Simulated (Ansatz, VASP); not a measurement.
## SrO in VASP and in Ansatz

```
Sr O
1.0
     0.00000    2.53220    2.53220
     2.53220    0.00000    2.53220
     2.53220    2.53220    0.00000
Sr O
1 1
Cartesian
  2.5222 2.5222 2.5222
  0.0000 0.0000 0.0000
```

Change from the starting cell: atom 1 moved by [-0.01, -0.01, -0.01] A.

Alike in both runs: task single point; functional LDA; k mesh 8 × 8 × 8; no spin polarisation.

```csv
,VASP,Ansatz
version,VASP 6.6.1,Ansatz 0.2.0
potentials or method,"VASP PAW LDA potentials, release 64 (Sr_sv, O), cutoff 520 eV","all-electron LAPW, scalar-relativistic"
occupations,"gaussian, width 0.01 eV",fixed
```

Ansatz gave:

| Item | Value |
| --- | --- |
| gap on the k mesh at the Fermi level (eV) | 3.13 |
| pressure (GPa) | 0.0 |
| rms of the force components (eV/Å) | 0.023 |

Task: Which values does VASP return?

Result: gap on the k mesh at the Fermi level (eV): 3.06; pressure (GPa): 0.8; rms of the force components (eV/Å): 0.025.

Atom by atom the forces differ by 0.002 eV/Å (rms over components). Ansatz ran all-electron here, so the differences hold the error of VASP's frozen core and of both bases.

A k mesh can miss the band edges.
